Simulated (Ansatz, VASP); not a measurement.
## One calculation of NiO, two programs

File POSCAR:

```
NiO
1.0
    0.0000000000      2.0913095100      2.0913095100
    2.0913095100      0.0000000000      2.0913095100
    2.0913095100      2.0913095100      0.0000000000
Ni O
1 1
Direct
    0.0000000000      0.0000000000      0.0000000000
    0.5000000000      0.5000000000      0.5000000000
```

File INCAR.step1:

```
SYSTEM = NiO
PREC     = Accurate       ! precision mode
ENCUT    = 520            ! plane-wave cutoff, eV
ISMEAR   = -1             ! smearing method
SIGMA    = 0.05           ! smearing width, eV
LREAL    = .FALSE.        ! projectors in reciprocal space
LASPH    = .TRUE.         ! aspherical terms in the spheres
NELM     = 150            ! most SCF steps
ISPIN    = 2              ! spin polarisation
MAGMOM   = 1 0            ! initial moments
LMAXMIX  = 4              ! l up to which the mixer works
NBANDS   = 19             ! bands
GGA      = PE             ! functional
ALGO     = Normal         ! electronic algorithm
EDIFF    = 1E-4           ! SCF threshold, eV
LWAVE    = .TRUE.         ! write WAVECAR
LCHARG   = .FALSE.        ! write CHGCAR
```

INCAR.step2

```
SYSTEM = NiO
PREC     = Accurate       ! precision mode
ENCUT    = 520            ! plane-wave cutoff, eV
EDIFF    = 1E-6           ! SCF threshold, eV
ISMEAR   = -1             ! smearing method
SIGMA    = 0.05           ! smearing width, eV
LREAL    = .FALSE.        ! projectors in reciprocal space
LASPH    = .TRUE.         ! aspherical terms in the spheres
NELM     = 150            ! most SCF steps
ALGO     = Normal         ! electronic algorithm
ISIF     = 2              ! what is computed and relaxed
LWAVE    = .FALSE.        ! write WAVECAR
LCHARG   = .FALSE.        ! write CHGCAR
ISPIN    = 2              ! spin polarisation
MAGMOM   = 1 0            ! initial moments
LORBIT   = 11             ! projections on sites
LMAXMIX  = 4              ! l up to which the mixer works
METAGGA  = R2SCAN         ! meta-GGA
LMIXTAU  = .TRUE.       
NBANDS   = 19             ! bands
ISTART   = 1
```

File KPOINTS:

```
regular mesh
0
G
  6 6 6
  0 0 0
```

input.yaml

```yaml
crystal:
  lattice:
    - [0.0, 2.09130951, 2.09130951]
    - [2.09130951, 0.0, 2.09130951]
    - [2.09130951, 2.09130951, 0.0]
  atoms:
    - { symbol: Ni, position: [0.0, 0.0, 0.0], spin: 1.0 }
    - { symbol: O, position: [0.5, 0.5, 0.5] }
hamiltonian:
  xc: r2scan
  pseudopotentials: { kind: paw }
magnetization:
  spin_polarized: true
kpoints:
  mp_grid: { grid: [6, 6, 6] }
scf:
  occupations: { method: fermi_dirac, width: 0.05 }
  n_extra_bands: 6
output:
  forces: true
  stress: true
  eigenvalues: true
  dos: { projected: true, de: 0.05, nscf_kmesh: { grid: [9, 9, 9] } }
```

Alike in both runs: functional r2SCAN; k mesh 6 × 6 × 6; occupations fermi-dirac, width 0.05 eV; collinear spin.

```csv
,VASP,Ansatz
version,VASP 6.6.1,Ansatz 0.2.0
potentials or method,"VASP PAW PBE potentials, release 64 (Ni, O)",Ansatz PAW
plane-wave cutoff (eV),520,500
valence electrons in the cell,16,24
task,single point,projected density of states
```

VASP gave:

| Quantity | Value |
| --- | --- |
| gap on the k mesh at the Fermi level (eV) | 0.73 |
| least direct gap on the mesh (eV) | 1.79 |
| pressure (GPa) | 1.0 |
| net moment per atom (μB) | 1.00 |
| size of the moment on the site where the two differ most (μB) | 1.69 |

**Question.** What did Ansatz give for the same quantities?

**Answer.** gap on the k mesh at the Fermi level (eV): 0.81; least direct gap on the mesh (eV): 1.87; pressure (GPa): 0.9; net moment per atom (μB): 1.00; size of the moment on the site where the two differ most (μB): 1.67.

Site moments also hang on the region over which each program counts them. The two sets of potentials don't hold the same shells in valence.

Caveats: the k mesh is coarse (spacing up to 0.43 Å⁻¹), so the values aren't converged; a cell with one magnetic atom can't hold antiferromagnetic order, which such compounds often take; the PAW data sets were made with another functional, which shifts forces and pressure a little (VASP); the magnetic or orbital state may not be the lowest (Ansatz); the PAW data sets come from PBE, with cores solved anew for the run's functional, which leaves a small shift of forces and pressure (Ansatz); the density of states is complete only up to the lowest level of the last band computed (Ansatz). r2SCAN opens gaps a little over a GGA but as a rule still falls short of measured ones. A k mesh can miss the band edges.
